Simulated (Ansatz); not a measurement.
Input and command of a plane-wave DFT calculation in Ansatz:

```yaml
crystal:
  lattice:
    - [5.2861390831, 0.0, 0.0]
    - [-2.6430695416, 4.5779307339, 0.0]
    - [0.0, 0.0, 17.2828277379]
  atoms:
    - { symbol: Cs, position: [0.0, 0.0, 0.0] }
    - { symbol: Cs, position: [0.3333333333, 0.6666666667, 0.25] }
    - { symbol: Cs, position: [0.0, 0.0, 0.5] }
    - { symbol: Cs, position: [0.6666666667, 0.3333333333, 0.75] }
basis:
  ecutwfc: 420
kpoints:
  mp_grid: { grid: [12, 12, 4] }
hamiltonian:
  xc: pbesol
scf:
  occupations: { method: gaussian, width: 0.1 }
output:
  forces: true
  stress: true
  eigenvalues: true
```

```bash
ansatz run input.yaml --threads 1 --pin off --max-ram 2560MiB --backend cpu --events-out ev --progress --plain --runs-dir out
```

Processor: Arm Neoverse V1, 1 thread, on a host shared with other jobs.

Problem. How long does it run, and how much memory does it take?

Solution. About 33 s on 1 thread of Arm Neoverse V1 (shared host), peak memory 0.73 GiB. It solves 22 bands at 57 k points (the mesh reduced by the symmetry that the task leaves, which can be less than the crystal's) with about 8139 plane waves, in 6 SCF iterations.
